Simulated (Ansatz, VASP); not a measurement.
La2O3: VASP beside Ansatz

INCAR

```
ALGO = Normal
EDIFF = 1E-6
ENCUT = 520
GGA = PE
ISIF = 2
ISMEAR = 0
LASPH = T
LCHARG = F
LREAL = F
LWAVE = F
NBANDS = 28
NELM = 100
PREC = Accurate
SIGMA = 0.02
```

File KPOINTS:

```
k-points
0
Gamma
  8 8 8
```

POSCAR

```
La2O3
1.0
    4.5800274998      0.0000000000      0.0000000000
    0.0000000000      4.5800274998      0.0000000000
    0.0000000000      0.0000000000      4.5800274998
La O
2 3
Direct
    0.0000000000      0.0000000000      0.0000000000
    0.5000000000      0.5000000000      0.5000000000
    0.0000000000      0.5000000000      0.5000000000
    0.5000000000      0.0000000000      0.5000000000
    0.5000000000      0.5000000000      0.0000000000
```

Input for Ansatz:

```yaml
crystal:
  lattice:
    - [4.5800274998, 0.0, 0.0]
    - [0.0, 4.5800274998, 0.0]
    - [0.0, 0.0, 4.5800274998]
  atoms:
    - { symbol: La, position: [0.0, 0.0, 0.0] }
    - { symbol: La, position: [0.5, 0.5, 0.5] }
    - { symbol: O, position: [0.0, 0.5, 0.5] }
    - { symbol: O, position: [0.5, 0.0, 0.5] }
    - { symbol: O, position: [0.5, 0.5, 0.0] }
basis:
  ecutwfc: 420
kpoints:
  mp_grid: { grid: [8, 8, 8] }
  band_path:
    path:
      - [[0.0, 0.0, 0.0], [0.0, 0.5, 0.0], [0.5, 0.5, 0.0], [0.0, 0.0, 0.0], [0.5, 0.5, 0.5], [0.0, 0.5, 0.0]]
      - [[0.5, 0.5, 0.5], [0.5, 0.5, 0.0]]
    npoints: 14
hamiltonian:
  xc: pbe
scf:
  occupations: { method: gaussian, width: 0.02 }
  n_extra_bands: 12
output:
  forces: true
  stress: true
  eigenvalues: true
  populations: true
  dos: { projected: true, de: 0.02, nscf_kmesh: { grid: [12, 12, 12] } }
  bader: true
  write_density: true
  write_potential: true
  elf: true
  volumetric_format: npy
```

The cell was built by a generator and needn't be a form met in nature.

Alike in both runs: task single point; functional PBE; k mesh 8 × 8 × 8; occupations gaussian, width 0.02 eV; no spin polarisation.

```csv
,VASP,Ansatz
version,VASP 6.6.1,Ansatz 0.2.0
potentials or method,"VASP PAW PBE potentials, release 64 (La, O)","scalar-relativistic, plane waves, PAW"
plane-wave cutoff (eV),520,420
valence electrons in the cell,40,40
```

|  | VASP | Ansatz | Ansatz less VASP |
| --- | --- | --- | --- |
| gap on the k mesh at the Fermi level (eV) | 0.56 | 0.51 | -0.049 |
| least direct gap on the mesh (eV) | 0.59 | 0.54 | -0.049 |
| pressure (GPa) | -0.3 | 0.0 | +0.23 |

Caveats: spin-orbit coupling is left out, which moves the levels of the heavy elements. A k mesh can miss the band edges.
